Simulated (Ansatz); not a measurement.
# Hf (P6/mmm): energy and pressure against volume

How does Hf (P6/mmm) respond to strong compression and slight expansion? The run doesn't test whether this is the element's stable form.

Method: DFT PBE, scalar-relativistic, plane waves, PAW, in Ansatz 0.2.0.

**1. The system as given**

It takes space group P6/mmm (No. 191, hexagonal). Conventional cell: a = 4.994 Å, b = 4.994 Å, c = 3.099 Å, α = 90.00°, β = 90.00°, γ = 120.00°. Hf (site symmetry -6m2) has 11 Hf at 2.88 to 3.27 Å as nearest neighbours. Hf (site symmetry 6/mmm) is surrounded by 14 Hf at 3.10 to 3.27 Å.

Structure file:

```
Hf
1.0
     4.99364    0.00000    0.00000
    -2.49682    4.32462    0.00000
     0.00000    0.00000    3.09867
Hf
3
Cartesian
  2.4968 1.4415 1.5493
  0.0000 2.8831 1.5493
  0.0000 0.0000 0.0000
```

This cell comes from an earlier session at PBE: 22.306 Å³/atom at 0.00 GPa, on a 10×10×12 mesh.

**2. Volume × 0.96**

File input.yaml:

```yaml
crystal:
  lattice:
    - [4.9261488133, 0.0, 0.0]
    - [-2.4630744066, 4.2661700151, 0.0]
    - [0.0, 0.0, 3.0567866431]
  atoms:
    - { symbol: Hf, position: [0.6666666667, 0.3333333333, 0.5] }
    - { symbol: Hf, position: [0.3333333333, 0.6666666667, 0.5] }
    - { symbol: Hf, position: [0.0, 0.0, 0.0] }
basis:
  ecutwfc: 420
  ecutrho_ratio: 4
kpoints:
  mp_grid: { grid: [10, 10, 14] }
hamiltonian:
  xc: pbe
scf:
  occupations: { method: gaussian, width: 0.05 }
output:
  forces: true
  stress: true
  eigenvalues: true
relax:
  f_tol: 0.01
  max_steps: 40
  cell: { stress_tol: 0.1, fix: [volume] }
```

Command:

```
> ansatz run input.yaml --threads 1 --pin off --max-ram 2560MiB --backend cpu --events-out ev --progress --plain --runs-dir out
```

The runs that follow: Volume × 1.04; Volume × 0.92; Volume × 0.88; Volume × 0.84; Volume × 0.8; Volume × 0.76; Volume × 0.72; Volume × 0.68; Volume × 0.64.

**Question.** What will these runs give? Wanted: range of pressure; V0; B0; B0′.

As calculated:

| quantity | value |
| --- | --- |
| range of pressure | -3.9 to 105.6 GPa |
| V0 (fit) | 22.34 Å³/atom |
| B0 (fit) | 105 GPa |
| B0′ (fit) | 3.66 |

What this shows: A third-order Birch-Murnaghan fit follows the points with an rms miss of 0.35 meV/atom. The k mesh is not the same at all volumes. Shape and atoms relax at each volume. Other structures may be lower in enthalpy at these pressures. Spin–orbit coupling is left out, though the cell holds Hf; in elements this heavy it can shift levels and gaps by tenths of an eV.
